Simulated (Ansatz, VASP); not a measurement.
Given: the input of a run of VASP 6.6.1 on Yb.

INCAR

```
  PREC = Accurate
  ENCUT = 520
  EDIFF = 1E-7
  ISMEAR = -1
  SIGMA = 0.05
  LREAL = False
  LASPH = True
  NELM = 150
  ALGO = Normal
  ISIF = 2
  LWAVE = False
  LCHARG = False
  ISPIN = 2
  MAGMOM = 1
  LORBIT = 11
  LMAXMIX = 6
  GGA = PE
  NBANDS = 22
```

File KPOINTS:

```
regular mesh
0
Gamma
  8 8 8
```

Contents of POSCAR:

```
Yb
1.0
    0.0278690000      2.7406390000      2.7568840000
    2.7504290000      0.0011660000      2.7835860000
    2.7304720000      2.7473840000      0.0211240000
Yb
1
Direct
    0.0053970000      0.0128420000     -0.0152210000
```

Potentials or basis: VASP PAW PBE potentials, release 64 (Yb).

Command:

```console
$ cat potpaw_PBE.64/Yb/POTCAR > POTCAR
$ mpirun -np 1 vasp_std > vasp.out
```

**Question.** Set up the same calculation for Ansatz 0.2.0. Potentials there: Ansatz PAW.

**Answer.** As run (the cutoff follows the program's own potentials):

Contents of input.yaml:

```yaml
crystal:
  lattice:
    - [0.027869, 2.740639, 2.756884]
    - [2.750429, 0.001166, 2.783586]
    - [2.730472, 2.747384, 0.021124]
  atoms:
    - { symbol: Yb, position: [0.005397, 0.012842, -0.015221], spin: 1.0 }
hamiltonian:
  xc: pbe
  pseudopotentials: { kind: paw }
magnetization:
  spin_polarized: true
kpoints:
  mp_grid: { grid: [8, 8, 8] }
scf:
  occupations: { method: fermi_dirac, width: 0.05 }
output:
  forces: true
  stress: true
  eigenvalues: true
```

Potentials or basis: Ansatz PAW.

The run is started by

```bash
$ ansatz run input.yaml --threads 1 --pin off --max-ram 3584MiB --backend cpu --events-out ev --progress --plain --runs-dir out
```

Both were run:

|  | VASP | Ansatz | Ansatz less VASP |
| --- | --- | --- | --- |
| gap on the k mesh at the Fermi level (eV) | none | none | - |
| pressure (GPa) | -2.9 | -2.1 | +0.79 |
| largest component of the traceless stress (GPa) | 0.25 | 0.29 | +0.040 |
| net moment per atom (μB) | 0.00 | 0.00 | 0.000 |

A gap of «none» marks a metal or a gap that the smearing closes. The functional is the same, so the differences come from potentials, cutoffs and numerics.

Caveats: spin-orbit coupling is left out, which moves the levels of the heavy elements; the starting moments weren't kept (Ansatz). The state reached can hang on the start; a lower one may exist.
